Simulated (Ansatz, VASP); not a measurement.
# One calculation of Pb, two programs

```xyz
2
Lattice="3.5148 0.0000 0.0000 -1.7574 3.0439 0.0000 0.0000 0.0000 5.5900" Properties=species:S:1:pos:R:3 pbc="T T T"
Pb    0.0000    2.0293    1.3975
Pb    1.7574    1.0146    4.1925
```

Change from the starting cell: equal xx and yy strain of +1 %.

Alike in both runs: task single point; functional PBE; k mesh 12 × 12 × 7; occupations fermi-dirac, width 0.05 eV; no spin polarisation.

|  | VASP | Ansatz |
| --- | --- | --- |
| version | VASP 6.6.1 | Ansatz 0.2.0 |
| potentials or method | VASP PAW PBE potentials, release 64 (Pb_d), cutoff 520 eV | all-electron LAPW, scalar-relativistic |

VASP gave:

```
pressure (GPa)                                  : 2.8
largest component of the traceless stress (GPa) : 0.31
```

Problem. Which values does Ansatz return?

Solution. Pressure (GPa): 2.8; largest component of the traceless stress (GPa): 0.30.

Ansatz ran all-electron here, so the differences hold the error of VASP's frozen core and of both bases.

The runs have no spin-orbit coupling, so splittings on Pb are missing.
